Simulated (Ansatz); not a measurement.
Method: DFT PBE, scalar-relativistic, plane waves, PAW in Ansatz 0.2.0. All cells share a 420 eV cutoff and Γ-centred k meshes spaced at most about 0.3 Å⁻¹ (about 0.25 or finer for metals, 2π included). No spin polarisation.

Temperature and zero-point effects are left out.

Two forms of Si₃O₂ were relaxed alike.

A.

```yaml
crystal:
  lattice:
    - [3.36828, 0.00000, 0.00000]
    - [0.00000, 3.36828, 0.00000]
    - [0.00000, 0.00000, 5.47777]
  atoms:
    - { symbol: Si, position: [0.50000, 0.50000, 0.33145] }
    - { symbol: Si, position: [0.50000, 0.50000, 0.89987] }
    - { symbol: Si, position: [0.00000, 0.00000, 0.72421] }
    - { symbol: O, position: [0.50000, 0.00000, 0.43355] }
    - { symbol: O, position: [0.00000, 0.50000, 0.43355] }
```

B.

```yaml
crystal:
  lattice:
    - [2.72391, 0.00000, 0.00000]
    - [-1.36195, 2.35897, 0.00000]
    - [0.00000, 0.00000, 25.51558]
  atoms:
    - { symbol: Si, position: [0.00000, 0.00000, 0.25000] }
    - { symbol: Si, position: [0.00000, 0.00000, 0.75000] }
    - { symbol: Si, position: [0.33333, 0.66667, 0.96149] }
    - { symbol: Si, position: [0.66667, 0.33333, 0.46149] }
    - { symbol: Si, position: [0.33333, 0.66667, 0.53851] }
    - { symbol: Si, position: [0.66667, 0.33333, 0.03851] }
    - { symbol: O, position: [0.33333, 0.66667, 0.07648] }
    - { symbol: O, position: [0.66667, 0.33333, 0.57648] }
    - { symbol: O, position: [0.33333, 0.66667, 0.42352] }
    - { symbol: O, position: [0.66667, 0.33333, 0.92352] }
```

Question: Which is lower in energy, and by how much?

Answer: A is lower, by 143 meV/atom. A has space group P4mm (No. 99), 12.4 Å³/atom and no gap on its mesh; B has space group P6_3/mmc (No. 194), 16.4 Å³/atom and no gap. Counting O atoms around Si (those within 1.25 times the shortest such distance or 1.15 times the sum of covalent radii, 1.27 where that leaves under three; a plus sign parts nearer from farther groups; the shortest distance is added where it exceeds 1.18 times the sum of covalent radii; a slash parts the counts of unlike sites), A has Si 4/4 from 2.3 Å/4+4 from 3.1 Å and B has Si 3/6+6 from 4.7 Å. A holds Si–Si pairs (shortest 2.36 Å); B holds Si–Si nets (shortest 2.52 Å). In A, Si on its first site is surrounded by 4 O at 1.77 Å and 1 Si at 2.36 Å; Si on its second site is surrounded by 1 Si at 2.36 Å and 4 Si at 2.57 Å; around O lie 2 Si at 1.77 Å and 2 Si at 2.32 Å; 1 more site not described. In B, around Si on a site of symmetry -6m2 lie 6 Si at 2.72 Å; Si on a site of symmetry 3m is surrounded by 3 O at 1.85 Å and 3 Si at 2.52 Å; around O lie 3 Si at 1.85 Å. Both come from invented guesses. The lowest form computed isn't among them: it has space group P-3m1 (No. 164), 15.8 Å³/atom and lies 0.34 eV/atom below the best shown.

No dispersion correction is applied, so the spacing and binding between layers, chains or molecules are poorly described (P6_3/mmc), and this can change margins and order among such cells. Cells relaxed within their symmetry can be saddle points. Some candidate types were left out of the draw beforehand, so a known form may be missing.
